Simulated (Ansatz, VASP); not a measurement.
KCl in VASP and in Ansatz

INCAR

```
PREC = Accurate
ENCUT = 520
EDIFF = 1E-8
ISMEAR = -1
SIGMA = 0.03
LREAL = False
LASPH = True
NELM = 100
ALGO = Fast
ISIF = 2
LWAVE = False
LCHARG = False
GGA = PE
LEFG = True
NBANDS = 15
```

KPOINTS

```
regular mesh
0
Gamma
  11 11 11
```

File POSCAR:

```
KCl
1.0
    0.0000000000      3.5066747364      3.5066747364
    3.5066747364      0.0000000000      3.5066747364
    3.5066747364      3.5066747364      0.0000000000
K Cl
1 1
Direct
    0.0000000000      0.0000000000      0.0000000000
    0.2500000000      0.2500000000      0.2500000000
```

Input for Ansatz:

```yaml
crystal:
  lattice:
    - [0.0, 3.5066747364, 3.5066747364]
    - [3.5066747364, 0.0, 3.5066747364]
    - [3.5066747364, 3.5066747364, 0.0]
  atoms:
    - { symbol: K, position: [0.0, 0.0, 0.0] }
    - { symbol: Cl, position: [0.25, 0.25, 0.25] }
kpoints:
  mp_grid: { grid: [11, 11, 11] }
scf:
  occupations: { method: fermi_dirac, width: 0.03 }
hamiltonian:
  xc: pbe
  pseudopotentials: { kind: paw }
output:
  forces: true
  stress: true
  eigenvalues: true
  efg: { contact_densities: true }
```

Change from the starting cell: volume scaled by 0.98, PAW files.

Alike in both runs: task electric field gradients; functional PBE; k mesh 11 × 11 × 11; occupations fermi-dirac, width 0.03 eV; no spin polarisation.

```csv
,VASP,Ansatz
version,VASP 6.6.1,Ansatz 0.2.0
potentials or method,"VASP PAW PBE potentials, release 64 (K_sv, Cl)","PAW with Ansatz's default frozen-core files, scalar-relativistic"
plane-wave cutoff (eV),520,420
valence electrons in the cell,16,16
```

```tsv
	VASP	Ansatz	Ansatz less VASP
gap on the k mesh at the Fermi level (eV)	4.78	4.78	+0.001
pressure (GPa)	0.3	0.3	-0.01
Vzz of the field gradient on the site that differs most (V/Å²)	0.0	0.0	0.00
```

With one functional, cell and mesh, what is left measures potentials, basis and numerics.

Caveats: an odd mesh through Γ misses points on the zone boundary, where band edges often lie.
